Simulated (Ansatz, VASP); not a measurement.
**Two plane-wave programs on Sb**

```
CELL_PARAMETERS angstrom
5.11183 0.00000 0.00000
0.00000 5.11183 0.00000
0.00000 0.00000 5.11183
ATOMIC_POSITIONS crystal
Sb 0.12503 0.12503 0.12503
Sb 0.37497 0.87497 0.62503
Sb 0.62503 0.37497 0.87497
Sb 0.87497 0.62503 0.37497
```

Alike in both runs: functional PBE; k mesh 10 × 10 × 10; occupations gaussian, width 0.1 eV; no spin polarisation.

Ansatz relaxed the structure, and its values are those at the end. VASP's run is a single point on that final structure, the one shown.

|  | VASP | Ansatz |
| --- | --- | --- |
| version | VASP 6.6.1 | Ansatz 0.2.0 |
| potentials or method | VASP PAW PBE potentials, release 64 (Sb) | scalar-relativistic, plane waves, PAW |
| plane-wave cutoff (eV) | 520 | 420 |
| valence electrons in the cell | 20 | 60 |

|  | VASP | Ansatz | Ansatz less VASP |
| --- | --- | --- | --- |
| gap on the k mesh at the Fermi level (eV) | none | none | - |
| pressure (GPa) | 0.0 | 0.0 | +0.02 |

A gap of «none» marks a metal or a gap that the smearing closes. The two sets of potentials don't hold the same shells in valence.

Spin-orbit coupling is left out, which matters for the levels of Sb.
